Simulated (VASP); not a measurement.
Level of theory: PBEsol GGA, VASP's PBE PAW potentials (set 64) (plane waves; VASP).

The input files of a VASP run:

KPOINTS:
```
Automatic mesh
0
Gamma
7 7 7
0 0 0
```

### INCAR
```
SYSTEM = CuInS2
PREC = Accurate
ENCUT = 400
EDIFF = 1E-6
NELM = 100
ALGO = Normal
LREAL = .FALSE.
LASPH = .TRUE.
ISMEAR = 1
SIGMA = 0.1
GGA = PS
LMAXMIX = 4
LWAVE = .FALSE.
LCHARG = .FALSE.
IBRION = 2
ISIF = 3
NSW = 60
EDIFFG = -0.02
```

**POSCAR**
```
CuInS2
1
   -2.7469799052     2.7469799052     5.5178408969
    2.7469799052    -2.7469799052     5.5178408969
    2.7469799052     2.7469799052    -5.5178408969
In Cu S
2 2 4
Direct
  0.5000000000   0.5000000000   0.0000000000
  0.2500000000   0.7500000000   0.5000000000
  0.0000000000   0.0000000000   0.0000000000
  0.7500000000   0.2500000000   0.5000000000
  0.8750000000   0.9075103316   0.5325103316
  0.0924896684   0.6250000000   0.9674896684
  0.3750000000   0.3424896684   0.4674896684
  0.6575103316   0.1250000000   0.0325103316
```

POTCAR, in this order: In_d Cu S (PBE.64 set). Program: vasp_std.

What VASP printed:

**OUTCAR**
```
 ion  position               nearest neighbor table
   1  0.500  0.500  0.000-   8 2.49   6 2.49   5 2.49   7 2.49   2 3.89   2 3.89   2 3.89   2 3.89
  LATTYP: Found a body centered tetragonal cell.
 ALAT       =     5.4939598104
 C/A-ratio  =     2.0086935789
 Subroutine PRICEL returns:
 Original cell was already a primitive cell.
 Subroutine GETGRP returns: Found  8 space group operations
The static configuration has the point symmetry S_4 .
 The point group associated with its full space group is D_2d.
The dynamic configuration has the point symmetry S_4 .
 Subroutine INISYM returns: Found  8 space group operations
 Subroutine IBZKPT returns following result:
 Found     40 irreducible k-points:

 Following reciprocal coordinates:
            Coordinates               Weight
  0.000000  0.000000  0.000000      1.000000
  0.142857  0.000000  0.000000      8.000000
  0.285714  0.000000 -0.000000      8.000000
  0.428571  0.000000 -0.000000      8.000000
  0.142857  0.142857  0.000000      8.000000
  0.285714  0.142857  0.000000     16.000000
  0.428571  0.142857 -0.000000     16.000000
 -0.428571  0.142857  0.000000     16.000000
 -0.285714  0.142857  0.000000     16.000000
 -0.142857  0.142857  0.000000      4.000000
  0.285714  0.285714 -0.000000      8.000000
  0.428571  0.285714 -0.000000     16.000000
 -0.428571  0.285714  0.000000     16.000000
 -0.285714  0.285714  0.000000      4.000000
  0.428571  0.428571 -0.000000      8.000000
 -0.428571  0.428571  0.000000      4.000000
  0.142857  0.142857  0.142857      8.000000
  0.285714  0.142857  0.142857     16.000000
 -0.142857  0.142857  0.142857      4.000000
  0.285714  0.285714  0.142857      8.000000
  0.428571  0.285714  0.142857      8.000000
 -0.285714  0.285714  0.142857      8.000000
 -0.142857  0.285714  0.142857      8.000000
 -0.428571  0.428571  0.142857      8.000000
 -0.285714  0.428571  0.142857     16.000000
 -0.142857  0.428571  0.142857      8.000000
 -0.428571 -0.428571  0.142857      8.000000
 -0.285714 -0.428571  0.142857     16.000000
 -0.142857 -0.428571  0.142857      8.000000
 -0.285714 -0.285714  0.142857      8.000000
 -0.142857 -0.285714  0.142857      8.000000
 -0.142857 -0.142857  0.142857      2.000000
 -0.285714  0.285714  0.285714      4.000000
 -0.428571  0.428571  0.285714      8.000000
 -0.285714  0.428571  0.285714      8.000000
 -0.428571 -0.428571  0.285714      8.000000
 -0.285714 -0.428571  0.285714      8.000000
 -0.285714 -0.285714  0.285714      2.000000
 -0.428571  0.428571  0.428571      4.000000
 -0.428571 -0.428571  0.428571      2.000000
   k-points           NKPTS =     40   k-points in BZ     NKDIM =     40   number of bands    NBANDS=     43
   number of dos      NEDOS =    301   number of ions     NIONS =      8
   total plane-waves  NPLWV = 110592
   dimension x,y,z NGX =    48 NGY =   48 NGZ =   48
   dimension x,y,z NGXF=    96 NGYF=   96 NGZF=   96
   ions per type =               2   2   4
   PREC   = accura    normal or accurate (medium, high low for compatibility)
   ISTART =      0    job   : 0-new  1-cont  2-samecut
   ICHARG =      2    charge: 1-file 2-atom 10-const
   ISPIN  =      1    spin polarized calculation?
   LNONCOLLINEAR =      F non collinear calculations
   LSORBIT =      F    spin-orbit coupling
   INIWAV =      1    electr: 0-lowe 1-rand  2-diag
   ENCUT  =  400.0 eV  29.40 Ry    5.42 a.u.  11.00 11.00 11.00*2*pi/ulx,y,z
   NELM   =    100;   NELMIN=  2; NELMDL= -5     # of ELM steps
   EDIFF  = 0.1E-05   stopping-criterion for ELM
   LREAL  =      F    real-space projection
   NLSPLINE    = F    spline interpolate recip. space projectors
...
```

File OSZICAR:
```
       N       E                     dE             d eps       ncg     rms          rms(c)
DAV:   1     0.688383277376E+03    0.68838E+03   -0.27547E+04  3440   0.171E+03
DAV:   2     0.730080361578E+02   -0.61538E+03   -0.60153E+03  3443   0.444E+02
DAV:   3    -0.313711105845E+02   -0.10438E+03   -0.10232E+03  4626   0.205E+02
DAV:   4    -0.387319483873E+02   -0.73608E+01   -0.72849E+01  5261   0.573E+01
DAV:   5    -0.389318833317E+02   -0.19993E+00   -0.19943E+00  5360   0.101E+01    0.186E+01
DAV:   6    -0.389170155419E+02    0.14868E-01   -0.54915E+01  4879   0.113E+02    0.126E+01
DAV:   7    -0.359560995912E+02    0.29609E+01   -0.13349E+01  4506   0.909E+01    0.688E+00
DAV:   8    -0.363484892927E+02   -0.39239E+00   -0.63556E+00  5320   0.278E+01    0.457E+00
DAV:   9    -0.361596799881E+02    0.18881E+00   -0.17640E+00  4872   0.220E+01    0.125E+00
DAV:  10    -0.361735043879E+02   -0.13824E-01   -0.20841E-01  4880   0.912E+00    0.101E+00
DAV:  11    -0.361625894082E+02    0.10915E-01   -0.69129E-02  4944   0.486E+00    0.251E-01
DAV:  12    -0.361635836335E+02   -0.99423E-03   -0.99376E-03  4672   0.474E-01    0.907E-02
DAV:  13    -0.361636141031E+02   -0.30470E-04   -0.43294E-04  4960   0.107E-01    0.800E-02
DAV:  14    -0.361635973687E+02    0.16734E-04   -0.43258E-05  5152   0.922E-02    0.387E-02
DAV:  15    -0.361635888659E+02    0.85028E-05   -0.53797E-05  4824   0.132E-01    0.241E-02
DAV:  16    -0.361635905222E+02   -0.16563E-05   -0.16080E-05  4384   0.213E-02    0.114E-02
DAV:  17    -0.361635901771E+02    0.34509E-06   -0.93449E-07  2168   0.240E-02
   1 F= -.36163590E+02 E0= -.36163802E+02  d E =-.361636E+02
       N       E                     dE             d eps       ncg     rms          rms(c)
DAV:   1    -0.361850054391E+02   -0.21415E-01   -0.44114E-01  3760   0.108E+01    0.114E+00
DAV:   2    -0.361751191217E+02    0.98863E-02   -0.23043E-01  3920   0.946E+00    0.614E-01
DAV:   3    -0.361649242145E+02    0.10195E-01   -0.65809E-02  4128   0.571E+00    0.238E-01
DAV:   4    -0.361641682441E+02    0.75597E-03   -0.60144E-03  4568   0.642E-01    0.139E-01
DAV:   5    -0.361640001985E+02    0.16805E-03   -0.97224E-04  4828   0.586E-01    0.701E-02
DAV:   6    -0.361639955630E+02    0.46356E-05   -0.14786E-04  4496   0.868E-02    0.496E-02
DAV:   7    -0.361639893911E+02    0.61719E-05   -0.43443E-05  6015   0.118E-01    0.915E-03
DAV:   8    -0.361639895064E+02   -0.11527E-06   -0.11744E-05  4688   0.248E-02    0.952E-03
DAV:   9    -0.361639892318E+02    0.27461E-06   -0.47966E-07  2082   0.606E-03
   2 F= -.36163989E+02 E0= -.36164197E+02  d E =-.399055E-03
       N       E                     dE             d eps       ncg     rms          rms(c)
DAV:   1    -0.361660103968E+02   -0.20209E-02   -0.40829E-02  3768   0.329E+00    0.342E-01
DAV:   2    -0.361650416830E+02    0.96871E-03   -0.19903E-02  3856   0.287E+00    0.182E-01
DAV:   3    -0.361641870259E+02    0.85466E-03   -0.60007E-03  4165   0.165E+00    0.760E-02
DAV:   4    -0.361640975695E+02    0.89456E-04   -0.47932E-04  5016   0.220E-01    0.395E-02
DAV:   5    -0.361640851015E+02    0.12468E-04   -0.48172E-05  4820   0.121E-01    0.219E-02
DAV:   6    -0.361640816046E+02    0.34969E-05   -0.10182E-05  4192   0.223E-02    0.130E-02
DAV:   7    -0.361640784829E+02    0.31218E-05   -0.16804E-06  2322   0.281E-02    0.346E-03
DAV:   8    -0.361640786320E+02   -0.14918E-06   -0.15065E-06  2067   0.870E-03
   3 F= -.36164079E+02 E0= -.36164287E+02  d E =-.488455E-03
```

OUTCAR:
```
------------------------ aborting loop because EDIFF is reached ----------------------------------------
  FORCE on cell =-STRESS in cart. coord.  units (eV):
  Direction    XX          YY          ZZ          XY          YZ          ZX
  --------------------------------------------------------------------------------------
  Total       -0.0267199     -0.0267199      0.0693773      0.0000000      0.0000000      0.0000000
  in kB       -0.2579168     -0.2579168      0.6696716      0.0000000      0.0000000      0.0000000
  external PRESSURE =       0.0512793 kB  Pullay stress =       0.0000000 kB
  volume of cell :      165.98
      direct lattice vectors                 reciprocal lattice vectors
    -2.743432497  2.743432497  5.513374620     0.000000000  0.182253436  0.090688559
     2.743432497 -2.743432497  5.513374620     0.182253436  0.000000000  0.090688559
     2.743432497  2.743432497 -5.513374620     0.182253436  0.182253436  0.000000000
 POSITION                                       TOTAL-FORCE (eV/Angst)
 -----------------------------------------------------------------------------------
      0.00000      0.00000      5.51337        -0.000000     -0.000000      0.000000
      2.74343      0.00000      2.75669        -0.000000     -0.000000     -0.000000
     -0.00000      0.00000      0.00000        -0.000000     -0.000000      0.000000
      0.00000      2.74343      2.75669        -0.000000     -0.000000     -0.000000
      1.54958      1.37172      6.89172        -0.002199     -0.000000      0.000000
      4.11515      1.19385     -1.37834        -0.000000      0.002199     -0.000000
      1.19385      1.37172      1.37834         0.002199     -0.000000     -0.000000
     -1.37172      1.54958      4.13503        -0.000000     -0.002199      0.000000
 -----------------------------------------------------------------------------------
    total drift:                                0.000008      0.000008      0.000004
  FREE ENERGIE OF THE ION-ELECTRON SYSTEM (eV)
  ---------------------------------------------------
  free  energy   TOTEN  =       -36.1640786320 eV

  energy  without entropy=      -36.1647052240  energy(sigma->0) =      -36.16428750

 reached required accuracy - stopping structural energy minimisation
```
(Selected blocks of OUTCAR.)

File CONTCAR:
```
CuInS2
   1.00000000000000
    -2.7434324970499926    2.7434324970499926    5.5133746195907740
     2.7434324970499926   -2.7434324970499926    5.5133746195907740
     2.7434324970499926    2.7434324970499926   -5.5133746195907740
  In              Cu              S
     2     2     4
Direct
     0.5000000000000000    0.5000000000000000    0.0000000000000000
     0.2500000000000000    0.7500000000000000    0.5000000000000000
     0.0000000000000000    0.0000000000000000    0.0000000000000000
     0.7500000000000000    0.2500000000000000    0.5000000000000000
     0.8750000000000000    0.9074171299480811    0.5324171299480811
     0.0925828700519188    0.6250000000000000    0.9675828700519189
     0.3750000000000000    0.3425828700519188    0.4675828700519188
     0.6574171299480811    0.1250000000000000    0.0324171299480812
```

The compound is CuInS2 in the chalcopyrite structure. This run relaxes it. Symmetry was kept, so distortions that lower it aren't found. The start is the result of an earlier pass.
